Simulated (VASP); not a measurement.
# BN (F-43m) in VASP: relaxation of cell and atoms with r2SCAN

Aim: the relaxation of cell and atoms of BN with r2SCAN.

All numbers are computed with VASP 6.6.1; they aren't measurements. Logs are shortened: lines on timing, memory, paths and dates and some standing lists are left out, and cuts for length are marked.

## Step 1: Starting point

The structure is cubic, space group F-43m (No. 216). The conventional cell has a = 3.615 Å, b = 3.615 Å, c = 3.615 Å, α = 90.00°, β = 90.00°, γ = 90.00°. Around B (site symmetry -43m) lie 4 N at 1.57 Å. N (site symmetry -43m) has 4 B at 1.57 Å as nearest neighbours.

The cell was built by a generator and needn't be a form met in nature.

## Step 2: Relaxation of cell and atoms, r2SCAN

File INCAR:

```
  ALGO = Normal
  EDIFF = 1E-7
  EDIFFG = -0.005
  ENCUT = 600
  IBRION = 2
  ISIF = 3
  ISMEAR = -1
  KPAR = 4
  LASPH = T
  LCHARG = F
  LMIXTAU = T
  LREAL = F
  LWAVE = F
  METAGGA = R2SCAN
  NELM = 60
  NSW = 60
  PREC = Accurate
  SIGMA = 0.05
```

File KPOINTS:

```
k-points
0
Gamma
  10 10 10
```

File POSCAR:

```
BN
1.0
    0.0000000000      1.8075000000      1.8075000000
    1.8075000000      0.0000000000      1.8075000000
    1.8075000000      1.8075000000      0.0000000000
B N
1 1
Direct
    0.0000000000      0.0000000000      0.0000000000
    0.2500000000      0.2500000000      0.2500000000
```

Potentials or basis: VASP PAW PBE potentials, release 64 (B, N).

Started as:

```console
$ cat potpaw_PBE.64/B/POTCAR potpaw_PBE.64/N/POTCAR > POTCAR
$ mpirun -np 4 vasp_std > vasp.out
```

OUTCAR:

```text
EDIFF = 1E-7
   EDIFFG = -0.005
   ENCUT = 600
   IBRION = 2
   ISIF = 3
   ISMEAR = -1
   LASPH = T
   LREAL = F
   METAGGA = R2SCAN
   NELM = 60
   NSW = 60
   PREC = Accurate

 ion  position               nearest neighbor table
   1  0.000  0.000  0.000-   2 1.57   2 1.57   2 1.57   2 1.57
   2  0.250  0.250  0.250-   1 1.57   1 1.57   1 1.57   1 1.57

  LATTYP: Found a face centered cubic cell.
 ALAT       =     3.6150000000

  Lattice vectors:

 A1 = (   0.0000000000,   1.8075000000,   1.8075000000)
 A2 = (   1.8075000000,   0.0000000000,   1.8075000000)
 A3 = (   1.8075000000,   1.8075000000,   0.0000000000)

Analysis of symmetry for initial positions (statically):
=====================================================================
 Subroutine PRICEL returns:
 Original cell was already a primitive cell.

 Routine SETGRP: Setting up the symmetry group for a
 face centered cubic supercell.

 Subroutine GETGRP returns: Found 24 space group operations
 (whereof 24 operations were pure point group operations)
 out of a pool of 48 trial point group operations.

The static configuration has the point symmetry T_d .

Analysis of symmetry for dynamics (positions and initial velocities):
=====================================================================
 Subroutine PRICEL returns:
 Original cell was already a primitive cell.

 Routine SETGRP: Setting up the symmetry group for a
 face centered cubic supercell.

 Subroutine GETGRP returns: Found 24 space group operations
 (whereof 24 operations were pure point group operations)
 out of a pool of 48 trial point group operations.

The dynamic configuration has the point symmetry T_d .

 Subroutine INISYM returns: Found 24 space group operations
 (whereof 24 operations are pure point group operations),
 and found     1 'primitive' translations

----------------------------------------------------------------------------------------

                                     Primitive cell

  volume of cell :      11.8104

  direct lattice vectors                    reciprocal lattice vectors
     0.000000000  1.807500000  1.807500000    -0.276625173  0.276625173  0.276625173
     1.807500000  0.000000000  1.807500000     0.276625173 -0.276625173  0.276625173
     1.807500000  1.807500000  0.000000000     0.276625173  0.276625173 -0.276625173

  length of vectors
     2.556191014  2.556191014  2.556191014     0.479128854  0.479128854  0.479128854

  position of ions in fractional coordinates (direct lattice)
     0.000000000  0.000000000  0.000000000
     0.250000000  0.250000000  0.250000000

  ion indices of the primitive-cell ions
   primitive index   ion index
                 1           1
                 2           2

----------------------------------------------------------------------------------------

 KPOINTS: k-points

Automatic generation of k-mesh.
 Grid dimensions read from file:
 generate k-points for:   10   10   10

 Generating k-lattice:

  Cartesian coordinates                     Fractional coordinates (reciprocal lattice)
    -0.027662517  0.027662517  0.027662517     0.100000000  0.000000000  0.000000000
     0.027662517 -0.027662517  0.027662517     0.000000000  0.100000000  0.000000000
     0.027662517  0.027662517 -0.027662517     0.000000000  0.000000000  0.100000000

  Length of vectors
     0.047912885  0.047912885  0.047912885

  Shift w.r.t. Gamma in fractional coordinates (k-lattice)
     0.000000000  0.000000000  0.000000000

 Subroutine IBZKPT returns following result:
 ===========================================

 Found     47 irreducible k-points:

 Following reciprocal coordinates:
            Coordinates               Weight
  0.000000  0.000000  0.000000      1.000000
  0.100000  0.000000  0.000000      8.000000
  0.200000  0.000000  0.000000      8.000000
  0.300000  0.000000  0.000000      8.000000
  0.400000  0.000000  0.000000      8.000000
  0.500000  0.000000  0.000000      4.000000
[... 16 lines left out ...]
  0.300000  0.300000  0.000000      6.000000
  0.400000  0.300000  0.000000     24.000000
 [... further k-points ...]
   k-points           NKPTS =     47   k-points in BZ     NKDIM =     47   number of bands    NBANDS=      8
   number of dos      NEDOS =    301   number of ions     NIONS =      2
   total plane-waves  NPLWV =   8000
   dimension x,y,z NGX =    20 NGY =   20 NGZ =   20
   dimension x,y,z NGXF=    40 NGYF=   40 NGZF=   40
   ions per type =               1   1
   NGX,Y,Z   is equivalent  to a cutoff of  13.01, 13.01, 13.01 a.u.
   NGXF,Y,Z  is equivalent  to a cutoff of  26.01, 26.01, 26.01 a.u.
 SYSTEM =  unknown system
   PREC   = accura    normal or accurate (medium, high low for compatibility)
   ISTART =      0    job   : 0-new  1-cont  2-samecut
   ICHARG =      2    charge: 1-file 2-atom 10-const
   ISPIN  =      1    spin polarized calculation?
   LNONCOLLINEAR =      F non collinear calculations
   LSORBIT =      F    spin-orbit coupling
   LASPH  =      T    aspherical Exc in radial PAW
   ENCUT  =  600.0 eV  44.10 Ry    6.64 a.u.   5.11  5.11  5.11*2*pi/ulx,y,z
   NELM   =     60;   NELMIN=  2; NELMDL= -5     # of ELM steps
   EDIFF  = 0.1E-06   stopping-criterion for ELM
   LREAL  =      F    real-space projection
   EDIFFG = -.5E-02   stopping-criterion for IOM
   NSW    =     60    number of steps for IOM
   IBRION =      2    ionic relax: 0-MD 1-quasi-New 2-CG
   NFREE  =      1    steps in history (QN), initial steepest desc. (CG)
   ISIF   =      3    stress and relaxation
   ISYM   =      2    0-nonsym 1-usesym 2-fastsym
   POTIM  = 0.5000    time-step for ionic-motion
   TEBEG  =    0.0;   TEEND  =   0.0 temperature during run
   PSTRESS=    0.0 pullay stress
   NELECT =       8.0000    total number of electrons
   NUPDOWN=      -1.0000    fix difference up-down
   EMIN   =  10.00;   EMAX   =-10.00  energy-range for DOS
   EFERMI =   0.00;   METHOD = LEGACY
   ISMEAR =    -1;   SIGMA  =   0.05  broadening in eV -4-tet -1-fermi 0-gaus
   EFERMI_NEDOS =   21; number of points for ismear=-14 and -15
   IALGO  =     38    algorithm
   IMIX   =      4    mixing-type and parameters
     AMIX     =   0.40;   BMIX     =  1.00
     AMIX_MAG =   1.60;   BMIX_MAG =  1.00
  volume/ion in A,a.u.               =       5.91        39.85
  Fermi-wavevector in a.u.,A,eV,Ry     =   1.437749  2.716952 28.124920  2.067123
  Thomas-Fermi vector in A             =   2.556793
   LORBIT       =      0    0 simple, 1 ext, 2 COOP (PROOUT), +10 PAW based schemes
   METAGGA = R2SCAN    functional components
   LHFCALC =     F    Hartree Fock is set to
   AEXX    =    0.0000 exact exchange contribution
   IVDW    =     0    specifies the selected vdW correction
   LEPSILON=     F    determine dielectric tensor
   LRPA    =     F    only Hartree local field effects (RPA)
 conjugate gradient relaxation of ions
 non-spin polarized calculation
  energy-cutoff  :      600.00
  volume of cell :       11.81
 maximum number of plane-waves:       411
   NGX = 11   NGY = 11   NGZ = 11

--------------------------------------- Ionic step        1  -------------------------------------------

 number of electron       7.9999999 magnetization

 Free energy of the ion-electron system (eV)
  ---------------------------------------------------
  ext. energy  EPLUGINS =         0.00000000
  ---------------------------------------------------
  free energy    TOTEN  =       -19.17462662 eV

  energy without entropy =      -19.17462662  energy(sigma->0) =      -19.17462662

------------------------ aborting loop because EDIFF is reached ----------------------------------------

  FORCE on cell =-STRESS in cart. coord.  units (eV):
  Direction    XX          YY          ZZ          XY          YZ          ZX
  --------------------------------------------------------------------------------------
  -------------------------------------------------------------------------------------
  Total       -0.0394609     -0.0394609     -0.0394609      0.0000000      0.0000000      0.0000000
  in kB       -5.3531964     -5.3531964     -5.3531964      0.0000000      0.0000000      0.0000000
  external PRESSURE =      -5.3531964 kB  Pullay stress =       0.0000000 kB

 VOLUME and BASIS-vectors are now :
 -----------------------------------------------------------------------------
  energy-cutoff  :      600.00
  volume of cell :       11.81
      direct lattice vectors                 reciprocal lattice vectors
     0.000000000  1.807500000  1.807500000    -0.276625173  0.276625173  0.276625173
     1.807500000  0.000000000  1.807500000     0.276625173 -0.276625173  0.276625173
     1.807500000  1.807500000  0.000000000     0.276625173  0.276625173 -0.276625173
[... 37 lines left out ...]
 POSITION                                       TOTAL-FORCE (eV/Angst)
 -----------------------------------------------------------------------------------
      3.61156      1.80578      1.80578         0.000000      0.000000      0.000000
      0.90289      0.90289      0.90289        -0.000000     -0.000000     -0.000000
 -----------------------------------------------------------------------------------
    total drift:                                0.000000      0.000000      0.000000

  FREE ENERGIE OF THE ION-ELECTRON SYSTEM (eV)
  ---------------------------------------------------
  free  energy   TOTEN  =       -19.1746241165 eV

  energy  without entropy=      -19.1746241164  energy(sigma->0) =      -19.17462412

--------------------------------------- Ionic step        3  -------------------------------------------

 number of electron       7.9999999 magnetization

 Free energy of the ion-electron system (eV)
  ---------------------------------------------------
  ext. energy  EPLUGINS =         0.00000000
  ---------------------------------------------------
  free energy    TOTEN  =       -19.17465473 eV

  energy without entropy =      -19.17465473  energy(sigma->0) =      -19.17465473

 E-fermi :   8.1802     XC(G=0): -13.6536

 val. band max:        7.2590116503   @ k =   0.0000   0.0000   0.0000
 cond. band min:      12.2374656792   @ k =   0.5000   0.5000   0.0000
 fundamental gap:      4.9784540289
 Fermi energy:         8.1801657494

 k-point     1 :       0.0000    0.0000    0.0000
  band No.  band energies     occupation
      1     -14.0484      2.00000
      2       7.2590      2.00000
      3       7.2590      2.00000
      4       7.2590      2.00000
      5      16.7922      0.00000
      6      16.7922      0.00000
      7      16.7922      0.00000
      8      18.3464      0.00000

 k-point     2 :       0.1000    0.0000    0.0000
  band No.  band energies     occupation
      1     -13.7965      2.00000
      2       5.9318      2.00000
      3       6.9968      2.00000
      4       6.9968      2.00000
      5      17.0815      0.00000
      6      17.1961      0.00000
      7      17.1961      0.00000
      8      19.1817      0.00000
[... 221 lines left out ...]
 k-point    23 :       0.3000    0.3000    0.0000
  band No.  band energies     occupation
      1     -11.1864      2.00000
      2       1.7444      2.00000
      3       3.4505      2.00000
      4       3.4505      2.00000
      5      13.9914      0.00000
      6      18.7201      0.00000
      7      23.0836      0.00000
      8      23.0836      0.00000

 k-point    24 :       0.4000    0.3000    0.0000
  band No.  band energies     occupation
      1     -10.1575      2.00000
      2       0.1330      2.00000
      3       2.5683      2.00000
      4       3.0228      2.00000
      5      13.9427      0.00000
      6      18.5674      0.00000
      7      23.8652      0.00000
      8      23.9849      0.00000

 [... further k-points ...]

------------------------ aborting loop because EDIFF is reached ----------------------------------------

  FORCE on cell =-STRESS in cart. coord.  units (eV):
  Direction    XX          YY          ZZ          XY          YZ          ZX
  --------------------------------------------------------------------------------------
  -------------------------------------------------------------------------------------
  Total        0.0009177      0.0009177      0.0009177      0.0000000      0.0000000      0.0000000
  in kB        0.1246687      0.1246687      0.1246687      0.0000000      0.0000000      0.0000000
  external PRESSURE =       0.1246687 kB  Pullay stress =       0.0000000 kB

 VOLUME and BASIS-vectors are now :
 -----------------------------------------------------------------------------
  energy-cutoff  :      600.00
  volume of cell :       11.79
      direct lattice vectors                 reciprocal lattice vectors
     0.000000000  1.806650680  1.806650680    -0.276755216  0.276755216  0.276755216
     1.806650680  0.000000000  1.806650680     0.276755216 -0.276755216  0.276755216
     1.806650680  1.806650680  0.000000000     0.276755216  0.276755216 -0.276755216

 POSITION                                       TOTAL-FORCE (eV/Angst)
 -----------------------------------------------------------------------------------
      0.00000      0.00000      0.00000         0.000000     -0.000000     -0.000000
      0.90333      0.90333      0.90333        -0.000000      0.000000      0.000000
 -----------------------------------------------------------------------------------
    total drift:                                0.000000      0.000000      0.000000

  FREE ENERGIE OF THE ION-ELECTRON SYSTEM (eV)
  ---------------------------------------------------
  free  energy   TOTEN  =       -19.1746547328 eV

  energy  without entropy=      -19.1746547327  energy(sigma->0) =      -19.17465473

 reached required accuracy - stopping structural energy minimisation
```

It took 15 s on 4 MPI ranks of Intel Xeon Platinum 8488C (Sapphire Rapids), shared host; peak memory 0.12 GiB.

Results:

```
Free energy                            : -19.1747 eV
Relaxed volume                         : 5.90 Å³/atom
Relaxed cell                           : a = 2.555 Å, b = 2.555 Å, c = 2.555 Å, α = 60.00°, β = 60.00°, γ = 60.00°
Space group after relaxing (to 0.05 Å) : F-43m (No. 216)
Energy gained by relaxing              : 0.0 meV/atom
Ionic steps                            : 3
Pressure after relaxing                : 0.0 GPa
Band gap on the k mesh                 : 4.98 eV, indirect (least direct gap 9.53 eV)
```

Final structure:
```
CELL_PARAMETERS angstrom
0.00000 1.80665 1.80665
1.80665 0.00000 1.80665
1.80665 1.80665 0.00000
ATOMIC_POSITIONS crystal
B 0.00000 0.00000 0.00000
N 0.25000 0.25000 0.25000
```

Caveat: the PAW data sets were made with another functional, which shifts forces and pressure a little. A k mesh can miss the band edges.
